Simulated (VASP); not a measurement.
# Ba: intraband terms of a metal's spectrum

Ba, Cmcm (no. 63), 2 atoms in the cell. PBE, independent-particle dielectric function; PAW potentials Ba_sv (PBE set).

## Input

INCAR.step1:
```
SYSTEM = Ba
PREC = Accurate
ENCUT = 230
ISMEAR = 1
SIGMA = 0.1
EDIFF = 1E-7
LASPH = .TRUE.
KPAR = 4
LWAVE = .FALSE.
LCHARG = .TRUE.
LMAXMIX = 4
```

INCAR.step2:
```
SYSTEM = Ba
PREC = Accurate
ENCUT = 230
ISMEAR = 0
SIGMA = 0.3
EDIFF = 1E-6
LASPH = .TRUE.
KPAR = 4
LWAVE = .TRUE.
LCHARG = .FALSE.
LMAXMIX = 4
ICHARG = 11
NBANDS = 28
NEDOS = 3000
OMEGAMAX = 30
CSHIFT = 0.1
```

INCAR.step3, as INCAR.step2 but for:
```
- LWAVE = .TRUE.
+ LWAVE = .FALSE.
+ LOPTICS = .TRUE.
+ ALGO = None
+ NELM = 1
+ ISTART = 1
```

INCAR.step4, as INCAR.step3 but for:
```
+ WPLASMAI = 0.03
```

INCAR.step5 to INCAR.step6 change the same tag again: WPLASMAI = 0.1, 0.3.

INCAR.step7, as INCAR.step6 but for:
```
- WPLASMAI = 0.3
+ RTIME = 5
```

INCAR.step8, as INCAR.step7 but for:
```
- RTIME = 5
+ RTIME = 20
```

INCAR.step9, as INCAR.step8 but for:
```
- RTIME = 20
+ LNABLA = .TRUE.
```

INCAR.step10, as INCAR.step9 but for:
```
- ISMEAR = 0
- LNABLA = .TRUE.
+ ISMEAR = -5
```

KPOINTS.step1:
```
k-points
0
Gamma
  7 7 4
```

KPOINTS.step2:
```
k-points
0
Gamma
  13 13 8
```

POSCAR:
```
Ba
1.0
    3.5917737300     -2.5169042300      0.0000000000
    3.5917737300      2.5169042300      0.0000000000
    0.0000000000      0.0000000000      7.1900451800
Ba
2
Direct
    0.2532260300      0.7467739700      0.7500000000
    0.7467739700      0.2532260300      0.2500000000
```

Commands (each step's output is kept before the next begins):
```
cat potpaw_PBE.64/Ba_sv/POTCAR > POTCAR
cp INCAR.step1 INCAR
cp KPOINTS.step1 KPOINTS
mpirun -np 4 vasp_std > vasp.out
cp INCAR.step2 INCAR
cp KPOINTS.step2 KPOINTS
mpirun -np 4 vasp_std > vasp.out
cp INCAR.step3 INCAR
mpirun -np 4 vasp_std > vasp.out
cp INCAR.step4 INCAR
mpirun -np 4 vasp_std > vasp.out
cp INCAR.step5 INCAR
mpirun -np 4 vasp_std > vasp.out
cp INCAR.step6 INCAR
mpirun -np 4 vasp_std > vasp.out
cp INCAR.step7 INCAR
mpirun -np 4 vasp_std > vasp.out
cp INCAR.step8 INCAR
mpirun -np 4 vasp_std > vasp.out
cp INCAR.step9 INCAR
mpirun -np 4 vasp_std > vasp.out
cp INCAR.step10 INCAR
mpirun -np 4 vasp_std > vasp.out
```

## Result

- Bands: 28

One ground state, settings moved in the last step alone:

| Settings | Plasma frequency (eV) | Im ε at 0.5 eV | Im ε at 1 eV | Im ε at 2 eV | Im ε at 4 eV | Time (s) |
|---|---|---|---|---|---|---|
| interband part alone | 2.66 | 26.6 | 22.2 | 9.2 | 2.3 | 18 |
| Drude term, WPLASMAI 0.03 | 2.66 | 28.3 | 22.4 | 9.2 | 2.3 | 17 |
| Drude term, WPLASMAI 0.1 | 2.66 | 32.1 | 22.9 | 9.3 | 2.3 | 17 |
| Drude term, WPLASMAI 0.3 | 2.66 | 39.1 | 24.2 | 9.4 | 2.3 | 17 |
| relaxation time RTIME 5 fs | 2.66 | 33.6 | 23.1 | 9.3 | 2.3 | 17 |
| relaxation time RTIME 20 fs | 2.66 | 28.5 | 22.4 | 9.2 | 2.3 | 15 |
| transversal form (LNABLA) | 2.65 | 26.2 | 21.9 | 9.1 | 2.2 | 15 |
| tetrahedron method | – | – | – | – | – | no result |

Limits: Spin-orbit coupling is left out, which can matter with atoms this heavy.

VASP 6.6.1 took 160 s on 4 cores (Intel Xeon Platinum 8259CL @ 2.50GHz (Skylake/Cascade Lake)), a shared host.
